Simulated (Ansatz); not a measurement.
# WS2: the cost of one run

Method: DFT PBE, scalar-relativistic, plane waves, PAW, in Ansatz 0.2.0.

The COD entry's cell or inner coordinates are ideal or old and differ from later refinements, so a difference from it is no clean test against experiment.

## (1) The starting structure

It takes space group P6_3/mmc (No. 194, hexagonal). The conventional cell has a = 3.188 Å, b = 3.188 Å, c = 14.775 Å, α = 90.00°, β = 90.00°, γ = 120.00°. W (site symmetry -6m2) has 6 S at 2.42 Å as nearest neighbours. S (site symmetry 3m) has 3 W at 2.42 Å as nearest neighbours.

Structure file:

```xyz
6
Lattice="3.1878 0.0000 0.0000 -1.5939 2.7607 0.0000 0.0000 0.0000 14.7750" Properties=species:S:1:pos:R:3 pbc="T T T"
W     0.0000    1.8405    3.6937
W     1.5939    0.9202   11.0812
S     0.0000    1.8405    9.5102
S     1.5939    0.9202    2.1227
S     0.0000    1.8405   12.6523
S     1.5939    0.9202    5.2648
```

It is the result of an earlier relaxation at this level (volume 21.67 Å³/atom; gap on the mesh: 1.62 eV).

## (2) Zero of energy

The reference gives a free energy of -24382.8829 eV, pressure 0.01 GPa, largest force 0.001 eV/Å and gap on the mesh 1.62 eV. It was computed beforehand with the settings of the runs below.

## (3) The disturbance

Cell sheared at random, sigma 0.03, atoms nudged by 0.01 Å. Displacements in the unstrained cell, with the mean shift removed:

```
atom  ux (Å)  uy (Å)  uz (Å)
  W1   0.006   0.021   0.002
  W2  -0.009  -0.020  -0.033
  S3  -0.006  -0.012   0.010
  S4  -0.008  -0.019  -0.018
  S5   0.007   0.022   0.025
  S6   0.009   0.008   0.015
```

Strain (xx, yy, zz, yz, xz, xy; engineering shear): (-0.0068, -0.0021, 0.0089, 0.0425, 0.0280, 0.0262).

## (4) The disturbed cell, one point

Contents of input.yaml:

```yaml
crystal:
  lattice:
    - [3.166250004, 0.041812197, 0.0446588447]
    - [-1.5469145773, 2.733865006, 0.0363294149]
    - [0.2069881644, 0.313935803, 14.9064884158]
  atoms:
    - { symbol: W, position: [0.3391348997, 0.6742595595, 0.2501189379] }
    - { symbol: W, position: [0.6603944841, 0.3261450383, 0.7477582107] }
    - { symbol: S, position: [0.3292544965, 0.6623140517, 0.6443353809] }
    - { symbol: S, position: [0.6609010585, 0.3265309489, 0.1424404001] }
    - { symbol: S, position: [0.3394525959, 0.6745741235, 0.8580046424] }
    - { symbol: S, position: [0.6708624653, 0.3361762781, 0.3573424281] }
basis:
  ecutwfc: 420
kpoints:
  mp_grid: { grid: [12, 12, 2] }
hamiltonian:
  xc: pbe
scf:
  occupations: { method: gaussian, width: 0.05 }
output:
  forces: true
  stress: true
  eigenvalues: true
```

Command:

```console
ansatz run input.yaml --threads 1 --pin off --max-ram 2560MiB --backend cpu --events-out ev --progress --plain --runs-dir out
```

What time and memory should one allow on 1 thread of Intel Xeon at 2.50GHz (Skylake/Cascade Lake), shared host?

About 99 s, with a peak of 0.69 GiB.
